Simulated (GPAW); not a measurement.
# Al2O3 (P-3m1) in GPAW: one-shot levels on a semilocal density with r2SCAN

Aim: the one-shot levels on a semilocal density of Al2O3 with r2SCAN.

Everything below comes from runs of GPAW 26.7.0. Logs are shortened: lines on timing, memory, paths and dates and some standing lists are left out, and cuts for length are marked. The log counts tension as positive stress, the text compression.

## 1. The crystal as given

The structure is trigonal, space group P-3m1 (No. 164). Conventional cell: a = 3.017 Å, b = 3.017 Å, c = 7.575 Å, α = 90.00°, β = 90.00°, γ = 120.00°. Al (site symmetry 3m) has 4 O at 1.68 to 1.84 Å as nearest neighbours. O (site symmetry -3m) is surrounded by 2 Al at 1.68 Å. O (site symmetry 3m) has 3 Al at 1.84 Å as nearest neighbours.

Measurements of this composition are mostly on another form, of space group No. 167.

## 2. One-shot levels on a semilocal density, r2SCAN

The input, run.py:

```python
import numpy as np
from ase import Atoms
from ase.dft.bandgap import bandgap
from ase.io import write
from ase.units import Ha
from gpaw import GPAW, PW
from gpaw.hybrids.energy import non_self_consistent_energy
from gpaw.new.pw.nschse import non_self_consistent_matrix_elements

atoms = Atoms(['Al', 'Al', 'O', 'O', 'O'],
              cell=[[3.017482544, 0.0, 0.0],
                    [-1.508741272, 2.6132165386, 0.0],
                    [0.0, 0.0, 7.5746360022]],
              scaled_positions=[[0.0, 0.0, 0.722049],
                                [0.0, 0.0, 0.277951],
                                [0.0, 0.0, 0.5],
                                [0.6666666667, 0.3333333333, 0.800546],
                                [0.3333333333, 0.6666666667, 0.199454]],
              pbc=True)

calc = GPAW(mode=PW(650),
            xc='MGGA_X_R2SCAN+MGGA_C_R2SCAN',
            kpts={'size': (5, 5, 2), 'gamma': True},
            occupations={'name': 'fermi-dirac', 'width': 0.001},
            nbands=24,
            convergence={'density': 1e-06, 'bands': 22},
            maxiter=150,
            txt='gpaw.txt')
atoms.calc = calc
energy = atoms.get_potential_energy()
calc.write('gs.gpw')
write('result.traj', atoms)
print(f'Energy: {energy:.6f} eV')
print('Fermi level:', round(calc.get_fermi_level(), 4), 'eV')
print(f'Gap: {bandgap(calc)[0]:.4f} eV, direct: {bandgap(calc, direct=True)[0]:.4f} eV')

calc.write('wfs.gpw', mode='all')
eps = calc.eigenvalues()
free = calc.get_potential_energy(force_consistent=True)
semilocal_x = free + calc.get_xc_difference('MGGA_X_R2SCAN')  # without correlation
exact_x = non_self_consistent_energy(calc, 'EXX').sum()
h_x = non_self_consistent_matrix_elements(GPAW('wfs.gpw').dft, 'MGGA_X_R2SCAN')
h_exx = non_self_consistent_matrix_elements(GPAW('wfs.gpw').dft, 'EXX')
shift = np.einsum('sknn->skn', h_exx - h_x).real * Ha
np.savetxt('shift.dat', shift[..., :22].reshape((-1, 22)), fmt='%.4f')
occupied = eps < calc.get_fermi_level()
for name, a in {'r2SCAN0': 0.25, 'r2SCANh': 0.1, 'r2SCAN50': 0.5}.items():
    levels = (eps + a * shift)[..., :22]
    gap = levels[~occupied[..., :22]].min() - levels[occupied[..., :22]].max()
    print(f'{name}: share {a}, energy {free + a * (exact_x - semilocal_x):.6f} eV, gap {gap:.4f} eV')
```

Potentials or basis: GPAW PAW data sets (gpaw-data 1.2.1), pw.

Run with:

```bash
$ OMP_NUM_THREADS=1 python run.py
```

gpaw.txt:

```text
__  _  _
 | _ |_)|_||  |
 |__||  | ||/\| - 26.7.0

Input parameters:
  mode=PW(ecut=650.0),
  convergence={'density': 1e-06, 'bands': 22},
  kpts=MonkhorstPack(size=(5, 5, 2), gamma=True),
  maxiter=150,
  nbands=24,
  occupations=Occupations(name='fermi-dirac', width=0.001),
  xc=XC(name='MGGA_X_R2SCAN+MGGA_C_R2SCAN')

Diagonalizing LCAO Hamiltonian
Converting LCAO to pw mode

            O
       Al

       O

       AlO

Atoms  # Å, Bohr magnetons
|   | symbol |         x |        y |        z |    initial magnetic moments |
|---|--------|-----------|----------|----------|-----------------------------|
| 0 |     Al |  0.000000 | 0.000000 | 5.469258 | ( 0.0000,  0.0000,  0.0000) |
| 1 |     Al |  0.000000 | 0.000000 | 2.105378 | ( 0.0000,  0.0000,  0.0000) |
| 2 |      O |  0.000000 | 0.000000 | 3.787318 | ( 0.0000,  0.0000,  0.0000) |
| 3 |      O |  1.508741 | 0.871072 | 6.063845 | ( 0.0000,  0.0000,  0.0000) |
| 4 |      O | -0.000000 | 1.742144 | 1.510791 | ( 0.0000,  0.0000,  0.0000) |

Unit cell  # Å
| periodic |         x |        y |        z |  lengths |     angles |
|----------|-----------|----------|----------|----------|------------|
|      yes |  3.017483 | 0.000000 | 0.000000 | 3.017483 |  90.000000 |
|      yes | -1.508741 | 2.613217 | 0.000000 | 3.017483 |  90.000000 |
|      yes |  0.000000 | 0.000000 | 7.574636 | 7.574636 | 120.000000 |

Number of symmetries: 12
Symmetry operations  # r_c * U_cc + t_c -> r_c
|    | kind |            matrix            |
|----|------|------------------------------|
|  0 |  σ   |  1, 1, 0,  0,-1, 0,  0, 0, 1 |
|  1 |  S6  |  1, 1, 0, -1, 0, 0,  0, 0,-1 |
|  2 |  E   |  1, 0, 0,  0, 1, 0,  0, 0, 1 |
|  3 |  C2  |  1, 0, 0, -1,-1, 0,  0, 0,-1 |
|  4 |  C2  |  0, 1, 0,  1, 0, 0,  0, 0,-1 |
|  5 |  C3  |  0, 1, 0, -1,-1, 0,  0, 0, 1 |
|  6 |  S6  |  0,-1, 0,  1, 1, 0,  0, 0,-1 |
|  7 |  σ   |  0,-1, 0, -1, 0, 0,  0, 0, 1 |
|  8 |  σ   | -1, 0, 0,  1, 1, 0,  0, 0, 1 |
|  9 |  i   | -1, 0, 0,  0,-1, 0,  0, 0,-1 |
| 10 |  C3  | -1,-1, 0,  1, 0, 0,  0, 0, 1 |
| 11 |  C2  | -1,-1, 0,  0, 1, 0,  0, 0,-1 |

BZ-sampling:
  Number of BZ points: 50
  Number of IBZ points: 10

  Monkhorst-Pack size: [5, 5, 2]
  Monkhorst-Pack shift: [0.0, 0.0, 0.25]

K-points  # in reciprocal-cell coordinates
|   |                                coordinates |     weight |
|---|--------------------------------------------|------------|
| 0 | (  0.00000000,   0.00000000,   0.00000000) | 0.02000000 |
| 1 | (  0.00000000,   0.00000000,   0.50000000) | 0.02000000 |
| 2 | (  0.20000000,   0.00000000,   0.00000000) | 0.12000000 |
| 3 | (  0.20000000,   0.00000000,   0.50000000) | 0.12000000 |
| 4 | (  0.40000000,  -0.20000000,   0.00000000) | 0.12000000 |
| 5 | (  0.40000000,  -0.20000000,   0.50000000) | 0.12000000 |
| 6 | (  0.40000000,   0.00000000,   0.00000000) | 0.12000000 |
| 7 | (  0.40000000,   0.00000000,   0.50000000) | 0.12000000 |
| 8 | (  0.40000000,   0.40000000,   0.00000000) | 0.12000000 |
| 9 | (  0.40000000,   0.40000000,   0.50000000) | 0.12000000 |

Plane wave coefficients: 2264
Cutoff: 650.0 eV

Spin-components: 1 (collinear spins)
Bands:           24
Projectors:      25
Spin-degeneracy: 2
Datatype:        complex128

Parallelization:
  kpt:    1
  domain: 1
  band:   1

Density:
  Valence electrons: 24.0
  Components: 1
  Grid points: [18 18 45]
  Charge: 0.0  # |e|

Potential:
  Grid points: [18 18 45]

species:
  Al:
    name:    Aluminium
    Z:       13.0
    valence: 3
    core:    10
    charge:  0.0  # [|e|]
    compensation charges:
      type: gauss
      rc: 0.34  # [Å]
      lmax: 2
    cutoffs:
      filter: 1.91  # [Å]
      core: 2.36  # [Å]
    projectors
    | kind |    occ | energy [eV] | rcut [Å] |
    |------|--------|-------------|----------|
    |   3s |  2.000 |      -7.753 |    1.085 |
    |   3p |  1.000 |      -2.712 |    1.085 |
    |    s |        |      19.459 |    1.085 |
    |    p |        |      24.499 |    1.085 |
    |    d |        |       0.000 |    1.085 |

    Using partial waves for Al as LCAO basis

  O:
    name:    Oxygen
    Z:       8.0
    valence: 6
    core:    2
    charge:  0.0  # [|e|]
    compensation charges:
      type: gauss
      rc: 0.21  # [Å]
      lmax: 2
    cutoffs:
      filter: 1.17  # [Å]
      core: 0.83  # [Å]
    projectors
    | kind |    occ | energy [eV] | rcut [Å] |
    |------|--------|-------------|----------|
    |   2s |  2.000 |     -23.961 |    0.688 |
    |   2p |  4.000 |      -9.029 |    0.598 |
    |    s |        |       3.251 |    0.688 |
    |    p |        |      18.182 |    0.598 |
    |    d |        |       0.000 |    0.619 |

    Using partial waves for O as LCAO basis

Reference energy: -19329.403433  # eV

eigensolver:
  PPCG
  Converge bands: 22
  niter=2

density mixing:
  MSR1-Mixer
  Pratt-step length: 0.05
  Maximum mixing coefficient: 0.75
  Old densities: 10
  SVD Regularization: 0.005
  Good broyden scale: 1.0
  Trust region scale: 1.0
  Backstep threshold: 4.0
  History deletion threshold: 6.0
  Fourier metric: weight=20.0, sigma=0.015

occupation numbers:
  Fermi-Dirac:
    width: 0.0010  # eV

poisson solver:
  ecut: 5200.0  # eV

xc functional:
  name: MGGA_X_R2SCAN+MGGA_C_R2SCAN with 2 nearest neighbor stencil

convergence criteria:
- Maximum integral of absolute [dens]ity change: 1e-06 electrons / valence electron
- Maximum [total energy] change in last 3 cyles: 0.0005 eV / valence electron
- Maximum integral of absolute [eigenst]ate change: 4e-08 eV^2 / valence electron
maximum number of iterations: 150

SCF iterations
|iter     | |      energy | eigst |  dens |
|---------|-|-------------|-------|-------|
|iter:   1| |  -60.665157 | +1.98 |       |
|iter:   2| |  -49.690851 | +0.55 | -0.66 |
|iter:   3| |  -46.596460 | -0.12 | -0.70 |
|iter:   4| |  -46.684836 | -1.29 | -1.21 |
|iter:   5| |  -46.721850 | -1.80 | -1.50 |
|iter:   6| |  -46.717300 | -2.46 | -1.92 |
|iter:   7| |  -46.717250c| -3.79 | -2.81 |
|iter:   8| |  -46.717319c| -5.03 | -3.10 |
|iter:   9| |  -46.717320c| -5.82 | -3.94 |
|iter:  10| |  -46.717320c| -6.93 | -4.76 |
|iter:  11| |  -46.717320c| -7.63c| -5.41 |
|iter:  12| |  -46.717320c| -8.05c| -6.04c|

Converged in 12 steps
Energy contributions relative to reference atoms: (reference = -19329.403433)

Energy contributions:
  Kinetic:          32.628099
  Coulomb:         -29.478549
  Zero:              0.392910
  External:          0.000000
  Xc:              -50.259779
  Entropy:          -0.000000
  Spinorbit:         0.000000
  ----------------------------
  Free energy:     -46.717320
  Extrapolated:    -46.717320

dipole moment: (-9.332424, -16.164232, -0.000001)  # |e|*Ang

Fermi level: 5.119
Eigenvalues  # (at kpt = [0.000, 0.000, 0.000])
| band index |      eig [eV] | occ [0-2] |
|------------|---------------|-----------|
|          0 |       -17.060 |     2.000 |
|        ... |               |           |
|          4 |        -1.033 |     2.000 |
|          5 |        -0.263 |     2.000 |
|          6 |        -0.262 |     2.000 |
|          7 |        -0.249 |     2.000 |
|          8 |        -0.247 |     2.000 |
|          9 |         1.126 |     2.000 |
[... 8 lines left out ...]
|         18 |        16.737 |     0.000 |
|         19 |        17.101 |     0.000 |
|        ... |               |           |
|         23 |        21.748 |     0.000 |

Gap: 3.018 eV
Transition (v -> c):
  (s=0, k=0, n=11, [0.00, 0.00, 0.00]) -> (s=0, k=0, n=12, [0.00, 0.00, 0.00])
No difference between direct/indirect transitions
# Writing to gs.gpw (mode='')

# Writing to wfs.gpw (mode='all')
```

stdout:

```text
Energy: -46.717320 eV
Fermi level: 5.119 eV
Gap: 3.0178 eV, direct: 3.0178 eV
IBZ(<points: 10, symmetries: 12>)
Occupied bands: 12
DFT energy: -46.71731989039799 eV
minus DFT-XC energy: 50.25977907021928 eV
Core-core contribution:          -1330.956
Valence-core contribution:         -33.815
Valence-valence contribution:     -308.339
r2SCAN0: share 0.25, energy -45.073368 eV, gap 5.2080 eV
r2SCANh: share 0.1, energy -46.059739 eV, gap 3.8939 eV
r2SCAN50: share 0.5, energy -43.429416 eV, gap 7.3983 eV
```

shift.dat:

```text
-11.0468 -10.9679 -10.9467 -7.4734 -7.1206 -6.2674 -6.2676 -6.2618 -6.2620 -6.5050 -6.3474 -6.3466 2.4143 2.9776 3.0506 2.8753 3.8087 3.6738 3.6706 3.7094 3.7077 3.4007
-11.0241 -10.9951 -10.9412 -7.5719 -6.2737 -6.2740 -6.2554 -6.2556 -6.9101 -6.5356 -6.3493 -6.3486 2.5412 2.6933 3.0424 3.4211 3.6331 3.6300 3.3120 3.7723 3.7702 3.4475
[... 6 lines left out ...]
-10.7766 -10.7737 -10.8650 -7.2670 -7.1310 -6.8367 -6.7512 -7.1022 -6.8200 -6.9458 -6.6287 -6.5746 2.8029 3.2553 3.2703 3.1267 3.6280 3.9434 3.1753 4.0451 3.8174 4.1799
-10.7784 -10.7718 -10.8651 -7.2837 -7.1089 -6.8656 -6.7374 -6.9923 -6.8921 -6.9566 -6.6232 -6.5921 2.9844 2.9732 3.3546 3.3760 3.7751 3.2809 3.5280 3.8588 3.7968 4.1000
```

Run time: 1.9 min. Hardware: 1 thread of AMD EPYC 9R45 (Zen 5), shared host; peak memory 0.43 GiB.

What came out:

```yaml
Free_energy: -46.7173 eV
Band_gap_on_the_k_mesh: 3.02 eV, direct
```

Levels at points of the mesh, in eV from the valence-band top:
```csv
k point,band 8,band 9,band 10,band 11,band 12,band 13,band 14,band 15,band 16,band 17
"(0.00, 0.00, 0.00)",-3.79,-3.79,-2.42,0.00,0.00,3.02,5.12,8.11,11.50,11.56
"(0.00, 0.00, 0.50)",-3.79,-3.73,-3.16,0.00,0.00,3.94,4.13,9.01,9.57,13.06
```

Band gaps from one-shot exact exchange on these states (eV): r2scan0 5.21, r2scanh 3.89, r2scan50 7.40

Caveat: the k mesh is coarse (spacing up to 0.48 Å⁻¹), so the values aren't converged; energy and the plain gap are those of the semilocal run; the hybrids' values are one shot on its orbitals and mesh; the PAW data sets were made with another functional, which shifts forces and pressure a little. r2SCAN opens gaps a little over a GGA but as a rule still falls short of measured ones.
